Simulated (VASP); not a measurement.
# AlP (F-43m) in VASP: a series of runs

AlP is run at these levels: revPBE+D3(BJ), revPBE; tasks: single point.

Everything below comes from runs of VASP 6.6.1. Logs are shortened: lines on timing, memory, paths and dates and some standing lists are left out, and cuts for length are marked.

**The experiment to reproduce.**

From a printed reference work, data compilation, for a bulk crystal of AlP at 4.2 K: band gap 2.505 eV (indirect).

How close the calculation comes is told below.

## (1) The cell of the first run

The structure is cubic, space group F-43m (No. 216). The conventional cell has a = 5.451 Å, b = 5.451 Å, c = 5.451 Å, α = 90.00°, β = 90.00°, γ = 90.00°. Within 3.1 Å of Al (site symmetry -43m) lie 4 P at 2.36 Å. Within 3.1 Å of P (site symmetry -43m) lie 4 Al at 2.36 Å.

## (2) Single point, revPBE+D3(BJ)

Contents of INCAR:

```
  PREC = Accurate
  ENCUT = 500
  EDIFF = 1E-6
  ISMEAR = 0
  SIGMA = 0.01
  LREAL = F
  LASPH = T
  NELM = 120
  ALGO = Normal
  ISIF = 2
  LWAVE = F
  LCHARG = F
  GGA = RE
  IVDW = 12
  NBANDS = 11
  GGA_COMPAT = F
```

Contents of KPOINTS:

```
Automatic mesh
0
Gamma
  5 5 5
```

Contents of POSCAR:

```
AlP
1.0
    3.8544390000      0.0000000000      0.0000000000
    1.9272195000      3.3380420913      0.0000000000
    1.9272195000      1.1126806971      3.1471362649
Al P
1 1
Direct
    0.0000000000      0.0000000000      0.0000000000
    0.2500000000      0.2500000000      0.2500000000
```

Potentials or basis: VASP PAW PBE potentials, release 64 (Al, P).

Command:

```console
> cat potpaw_PBE.64/Al/POTCAR potpaw_PBE.64/P/POTCAR > POTCAR
> mpirun -np 1 vasp_std > vasp.out
```

OUTCAR:

```text
PREC = Accurate
   ENCUT = 500
   EDIFF = 1E-6
   ISMEAR = 0
   LREAL = F
   LASPH = T
   NELM = 120
   ISIF = 2
   GGA = RE
   IVDW = 12
 IVDW          = 12

 ion  position               nearest neighbor table
   1  0.000  0.000  0.000-   2 2.36   2 2.36   2 2.36   2 2.36
   2  0.250  0.250  0.250-   1 2.36   1 2.36   1 2.36   1 2.36

  LATTYP: Found a face centered cubic cell.
 ALAT       =     5.4509999091

  Lattice vectors:

 A1 = (   3.8544390000,   0.0000000000,   0.0000000000)
 A2 = (   1.9272195000,   3.3380420913,   0.0000000000)
 A3 = (   1.9272195000,   1.1126806971,   3.1471362649)

Analysis of symmetry for initial positions (statically):
=====================================================================
 Subroutine PRICEL returns:
 Original cell was already a primitive cell.

 Routine SETGRP: Setting up the symmetry group for a
 face centered cubic supercell.

 Subroutine GETGRP returns: Found 24 space group operations
 (whereof 24 operations were pure point group operations)
 out of a pool of 48 trial point group operations.

The static configuration has the point symmetry T_d .

Analysis of symmetry for dynamics (positions and initial velocities):
=====================================================================
 Subroutine PRICEL returns:
 Original cell was already a primitive cell.

 Routine SETGRP: Setting up the symmetry group for a
 face centered cubic supercell.

 Subroutine GETGRP returns: Found 24 space group operations
 (whereof 24 operations were pure point group operations)
 out of a pool of 48 trial point group operations.

The dynamic configuration has the point symmetry T_d .

 Subroutine INISYM returns: Found 24 space group operations
 (whereof 24 operations are pure point group operations),
 and found     1 'primitive' translations

----------------------------------------------------------------------------------------

                                     Primitive cell

  volume of cell :      40.4919

  direct lattice vectors                    reciprocal lattice vectors
     3.854439000  0.000000000  0.000000000     0.259441127 -0.149788405 -0.105916397
     1.927219500  3.338042091  0.000000000     0.000000000  0.299576810 -0.105916397
     1.927219500  1.112680697  3.147136265     0.000000000  0.000000000  0.317749190

  length of vectors
     3.854439000  3.854439000  3.854439000     0.317749190  0.317749190  0.317749190

  position of ions in fractional coordinates (direct lattice)
     0.000000000  0.000000000  0.000000000
     0.250000000  0.250000000  0.250000000

  ion indices of the primitive-cell ions
   primitive index   ion index
                 1           1
                 2           2

----------------------------------------------------------------------------------------

 KPOINTS: Automatic mesh

Automatic generation of k-mesh.
 Grid dimensions read from file:
 generate k-points for:    5    5    5

 Generating k-lattice:

  Cartesian coordinates                     Fractional coordinates (reciprocal lattice)
     0.051888225 -0.029957681 -0.021183279     0.200000000  0.000000000  0.000000000
     0.000000000  0.059915362 -0.021183279     0.000000000  0.200000000  0.000000000
     0.000000000  0.000000000  0.063549838     0.000000000  0.000000000  0.200000000

  Length of vectors
     0.063549838  0.063549838  0.063549838

  Shift w.r.t. Gamma in fractional coordinates (k-lattice)
     0.000000000  0.000000000  0.000000000

 Subroutine IBZKPT returns following result:
 ===========================================

 Found     10 irreducible k-points:

 Following reciprocal coordinates:
            Coordinates               Weight
  0.000000  0.000000  0.000000      1.000000
  0.200000 -0.000000  0.000000      8.000000
  0.400000  0.000000  0.000000      8.000000
  0.200000  0.200000  0.000000      6.000000
  0.400000  0.200000  0.000000     24.000000
 -0.400000  0.200000  0.000000     24.000000
 -0.200000  0.200000 -0.000000     12.000000
  0.400000  0.400000  0.000000      6.000000
 -0.400000  0.400000 -0.000000     12.000000
 -0.400000  0.400000  0.200000     24.000000
   k-points           NKPTS =     10   k-points in BZ     NKDIM =     10   number of bands    NBANDS=     11
   number of dos      NEDOS =    301   number of ions     NIONS =      2
   total plane-waves  NPLWV =  21952
   dimension x,y,z NGX =    28 NGY =   28 NGZ =   28
   dimension x,y,z NGXF=    56 NGYF=   56 NGZF=   56
   ions per type =               1   1
   NGX,Y,Z   is equivalent  to a cutoff of  12.08, 12.08, 12.08 a.u.
   NGXF,Y,Z  is equivalent  to a cutoff of  24.15, 24.15, 24.15 a.u.
 SYSTEM =  unknown system
   PREC   = accura    normal or accurate (medium, high low for compatibility)
   ISTART =      0    job   : 0-new  1-cont  2-samecut
   ICHARG =      2    charge: 1-file 2-atom 10-const
   ISPIN  =      1    spin polarized calculation?
   LNONCOLLINEAR =      F non collinear calculations
   LSORBIT =      F    spin-orbit coupling
   LASPH  =      T    aspherical Exc in radial PAW
   ENCUT  =  500.0 eV  36.75 Ry    6.06 a.u.   7.03  7.03  7.03*2*pi/ulx,y,z
   NELM   =    120;   NELMIN=  2; NELMDL= -5     # of ELM steps
   EDIFF  = 0.1E-05   stopping-criterion for ELM
   LREAL  =      F    real-space projection
   EDIFFG = 0.1E-04   stopping-criterion for IOM
   NSW    =      0    number of steps for IOM
   IBRION =     -1    ionic relax: 0-MD 1-quasi-New 2-CG
   NFREE  =      0    steps in history (QN), initial steepest desc. (CG)
   ISIF   =      2    stress and relaxation
   ISYM   =      2    0-nonsym 1-usesym 2-fastsym
   POTIM  = 0.5000    time-step for ionic-motion
   TEBEG  =    0.0;   TEEND  =   0.0 temperature during run
   PSTRESS=    0.0 pullay stress
   NELECT =       8.0000    total number of electrons
   NUPDOWN=      -1.0000    fix difference up-down
   EMIN   =  10.00;   EMAX   =-10.00  energy-range for DOS
   EFERMI =   0.00;   METHOD = LEGACY
   ISMEAR =     0;   SIGMA  =   0.01  broadening in eV -4-tet -1-fermi 0-gaus
   EFERMI_NEDOS =   21; number of points for ismear=-14 and -15
   IALGO  =     38    algorithm
   IMIX   =      4    mixing-type and parameters
     AMIX     =   0.40;   BMIX     =  1.00
     AMIX_MAG =   1.60;   BMIX_MAG =  1.00
  volume/ion in A,a.u.               =      20.25       136.63
  Fermi-wavevector in a.u.,A,eV,Ry     =   0.953488  1.801831 12.369597  0.909140
  Thomas-Fermi vector in A             =   2.082148
   LORBIT       =      0    0 simple, 1 ext, 2 COOP (PROOUT), +10 PAW based schemes
   GGA     = RE    functional components
   LHFCALC =     F    Hartree Fock is set to
   AEXX    =    0.0000 exact exchange contribution
   IVDW    =    12    specifies the selected vdW correction
   LEPSILON=     F    determine dielectric tensor
   LRPA    =     F    only Hartree local field effects (RPA)
 non-spin polarized calculation
 Gauss-broadening in eV      SIGMA  =   0.01
  energy-cutoff  :      500.00
  volume of cell :       40.49
 maximum number of plane-waves:      1032
   NGX = 13   NGY = 13   NGZ = 13

 number of electron       8.0000000 magnetization

 Free energy of the ion-electron system (eV)
  ---------------------------------------------------
  ext. energy  EPLUGINS =         0.00000000
  ---------------------------------------------------
  free energy    TOTEN  =        -9.86438817 eV

  energy without entropy =       -9.86438817  energy(sigma->0) =       -9.86438817

 E-fermi :   4.7801     XC(G=0):  -9.1361

 val. band max:        4.6948915549   @ k =   0.0000   0.0000   0.0000
 cond. band min:       6.5614401023   @ k =   0.4000   0.4000   0.0000
 fundamental gap:      1.8665485475
 Fermi energy:         4.7801243419

 k-point     1 :       0.0000    0.0000    0.0000
  band No.  band energies     occupation
      1      -6.8207      2.00000
      2       4.6949      2.00000
      3       4.6949      2.00000
      4       4.6949      2.00000
      5       8.1486      0.00000
      6       9.2805      0.00000
      7       9.2805      0.00000
      8       9.2805      0.00000
      9      13.5042      0.00000
     10      13.5042      0.00000
     11      15.1846      0.00000

 k-point     2 :       0.2000   -0.0000    0.0000
  band No.  band energies     occupation
      1      -6.3876      2.00000
      2       2.3091      2.00000
      3       4.3716      2.00000
      4       4.3716      2.00000
      5       8.2964      0.00000
      6       9.8111      0.00000
      7       9.8111      0.00000
      8      10.9659      0.00000
      9      12.8538      0.00000
     10      12.8538      0.00000
     11      15.4810      0.00000

 k-point     3 :       0.4000    0.0000    0.0000
  band No.  band energies     occupation
      1      -5.3858      2.00000
      2      -0.3565      2.00000
      3       3.9856      2.00000
      4       3.9856      2.00000
      5       7.6848      0.00000
      6       9.6254      0.00000
      7       9.6254      0.00000
      8      13.0343      0.00000
      9      14.8168      0.00000
     10      14.8168      0.00000
     11      15.7720      0.00000

 k-point     4 :       0.2000    0.2000    0.0000
  band No.  band energies     occupation
      1      -6.2405      2.00000
      2       2.5413      2.00000
      3       3.7241      2.00000
      4       3.7241      2.00000
      5       8.0360      0.00000
      6       9.3604      0.00000
      7      11.0559      0.00000
      8      11.0559      0.00000
      9      12.0396      0.00000
     10      14.2618      0.00000
     11      17.6068      0.00000

 k-point     5 :       0.4000    0.2000    0.0000
  band No.  band energies     occupation
      1      -5.3876      2.00000
      2       0.4468      2.00000
      3       2.8462      2.00000
      4       3.3162      2.00000
      5       7.8612      0.00000
      6       9.7319      0.00000
      7      10.9117      0.00000
      8      11.4323      0.00000
      9      15.0936      0.00000
     10      15.8697      0.00000
     11      17.1306      0.00000

 k-point     6 :      -0.4000    0.2000    0.0000
  band No.  band energies     occupation
      1      -4.8915      2.00000
      2      -0.4591      2.00000
      3       2.1242      2.00000
      4       3.5471      2.00000
      5       8.0902      0.00000
      6      10.2327      0.00000
      7      10.8217      0.00000
      8      12.8189      0.00000
      9      14.3230      0.00000
     10      14.6577      0.00000
     11      17.3938      0.00000

 k-point     7 :      -0.2000    0.2000   -0.0000
  band No.  band energies     occupation
      1      -5.7358      2.00000
      2       1.0629      2.00000
      3       2.5680      2.00000
      4       4.2024      2.00000
      5       8.9857      0.00000
      6      10.1654      0.00000
      7      10.3473      0.00000
      8      11.0075      0.00000
      9      11.9314      0.00000
     10      15.8864      0.00000
     11      17.3996      0.00000

 k-point     8 :       0.4000    0.4000    0.0000
  band No.  band energies     occupation
      1      -4.8476      2.00000
      2      -0.0648      2.00000
      3       2.7251      2.00000
      4       2.7251      2.00000
      5       6.5614      0.00000
      6       7.4618      0.00000
      7      14.3711      0.00000
      8      14.3711      0.00000
      9      15.7927      0.00000
     10      16.4623      0.00000
     11      18.3091      0.00000

 k-point     9 :      -0.4000    0.4000   -0.0000
  band No.  band energies     occupation
      1      -4.4656      2.00000
      2      -0.4021      2.00000
      3       1.5139      2.00000
      4       2.8291      2.00000
      5       6.9693      0.00000
      6       9.0218      0.00000
      7      13.7915      0.00000
      8      14.1290      0.00000
      9      14.6006      0.00000
     10      15.0683      0.00000
     11      19.4107      0.00000

 k-point    10 :      -0.4000    0.4000    0.2000
  band No.  band energies     occupation
      1      -4.6611      2.00000
      2      -0.1090      2.00000
      3       1.5955      2.00000
      4       2.5160      2.00000
      5       8.7338      0.00000
      6       9.8780      0.00000
      7      10.4453      0.00000
      8      13.4068      0.00000
      9      14.3561      0.00000
     10      15.9874      0.00000
     11      18.8979      0.00000

------------------------ aborting loop because EDIFF is reached ----------------------------------------

 Edisp (eV)   -1.20313

 E8    (eV) :    -0.8230

  FORCE on cell =-STRESS in cart. coord.  units (eV):
  Direction    XX          YY          ZZ          XY          YZ          ZX
  --------------------------------------------------------------------------------------
  -------------------------------------------------------------------------------------
  Total      -0.37424    -0.37424    -0.37424     0.00000     0.00000    -0.00000
  in kB     -14.80804   -14.80804   -14.80804     0.00000     0.00000    -0.00000
  external pressure =      -14.81 kB  Pullay stress =        0.00 kB

 VOLUME and BASIS-vectors are now :
 -----------------------------------------------------------------------------
  energy-cutoff  :      500.00
  volume of cell :       40.49
      direct lattice vectors                 reciprocal lattice vectors
     3.854439000  0.000000000  0.000000000     0.259441127 -0.149788405 -0.105916397
     1.927219500  3.338042091  0.000000000     0.000000000  0.299576810 -0.105916397
     1.927219500  1.112680697  3.147136265     0.000000000  0.000000000  0.317749190

 POSITION                                       TOTAL-FORCE (eV/Angst)
 -----------------------------------------------------------------------------------
      0.00000      0.00000      0.00000         0.000000     -0.000000     -0.000000
      1.92722      1.11268      0.78678        -0.000000      0.000000      0.000000
 -----------------------------------------------------------------------------------
    total drift:                                0.000000      0.000000     -0.000000

  FREE ENERGIE OF THE ION-ELECTRON SYSTEM (eV)
  ---------------------------------------------------
  free  energy   TOTEN  =       -11.0675160045 eV

  energy  without entropy=      -11.0675160045  energy(sigma->0) =      -11.06751600
```

Wall time 4 s (1 thread of Intel Xeon 6975P-C (Granite Rapids), shared host); peak memory 0.15 GiB.

What came out:

- Free energy: -11.0675 eV
- Pressure: -1.5 GPa
- Band gap on the k mesh: 1.87 eV, indirect (least direct gap 3.45 eV)
- Dispersion energy per atom: -0.602 eV

Caveat: three body term missing; the PAW data sets were made with another functional, which shifts forces and pressure a little.

(Part 1 of 2 ends here.)
